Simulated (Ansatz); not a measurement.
How SiO$_{2}$ stores the work of compression

Theory: DFT PBE, scalar-relativistic, plane waves, PAW (Ansatz 0.2.0). Settings: 420 eV cutoff, 6×6×6 k-mesh, Gaussian smearing of 0.02 eV, no spin polarisation.

Reference structure (relaxed):

```xyz
12
Lattice="0.0000 4.7610 7.4276 2.3794 0.0000 7.4276 2.3794 4.7610 0.0000" Properties=species:S:1:pos:R:3 pbc="T T T"
Si    3.5690    7.1414    8.3658
Si    2.3794    4.7610    4.6520
Si    2.3794    4.7610   10.2032
Si    3.5690    7.1414   13.9170
O     1.7845    5.9512    5.5707
O     1.7845    3.5707    9.2845
O     2.9742    5.9512    9.2845
O     2.9742    3.5707    5.5707
O     2.3794    1.7731    7.4276
O     2.3794    7.7488    7.4276
O     1.1897    4.1536    3.7138
O     1.1897    0.6074    3.7138
```

Cell and atoms were relaxed at each target pressure within the start's symmetry (Fddd), at zero temperature; other phases can be more stable under pressure. H = E + PV with P the target; E is the free energy at the smearing used, whose derivative the pressure is, per atom and counted from zero pressure.

| P (GPa) | V (Å³/atom) | E − E0 (meV) | H − H0 (meV) |
| --- | --- | --- | --- |
| 0 | 14.023 | 0.0 | 0.0 |
| 3 | 13.683 | 3.2 | 259.4 |
| 8 | 13.179 | 20.4 | 678.4 |
| 15 | 12.558 | 64.5 | 1240.3 |
| 30 | 11.467 | 216.0 | 2363.1 |

Task: Thermodynamics gives dH/dP = V along a relaxed path. Integrate V over P by the trapezoid rule and compare with the computed enthalpies.

Result: With 1 eV/Å³ = 160.22 GPa, each step adds the mean volume times ΔP / 160.22:
```
P (GPa)  ∫V dP (meV) H − H0 (meV) difference (meV)
      3        259.4         259.4               0.0
      8        678.5         678.4               0.1
     15       1240.8        1240.3               0.5
     30       2365.4        2363.1               2.4
```

V(P) curves upward, so the trapezoid rule runs high; integrating a smooth curve through the same points (P as a polynomial of degree 4 in ln V) puts that excess at about 2.9 meV at 30 GPa, against the 2.4 meV found.

Task: At 30 GPa, how much of the enthalpy change is stored energy and how much is the PV term?

Result: E rises by 216 meV/atom and PV is 30 × 11.467 / 160.22 = 2147 meV/atom, so PV makes 91 % of ΔH. So between rival structures at high pressure a small difference in volume can outweigh the difference in energy: 1 % of this volume is worth 21.5 meV/atom at this pressure.

Task: What bulk modulus do the lowest pressures give?

Result: From the pressures that the runs reached, -3.01 GPa (14.397 Å³) and 3.03 GPa (13.683 Å³), B = −ΔP/Δln V = 6.04 / 0.0508 = 119 GPa, a mean over that range.

Task: The gap is 5.420 eV at -3.01 GPa and 5.745 eV at 3.03 GPa. What pressure coefficient and volume deformation potential follow?

Result: dE_g/dP = 53.8 meV/GPa, and a_V = dE_g/d ln V = −B dE_g/dP = -6.39 eV. A gap that opens under pressure, with a_V of several eV below zero, is what an s-like antibonding conduction edge gives, since compression pushes it up. If the edges move to other points of the zone within the range, this is a mean of two slopes. Gaps are Kohn–Sham gaps over the whole zone.

This form isn't the usual stable structure of the compound.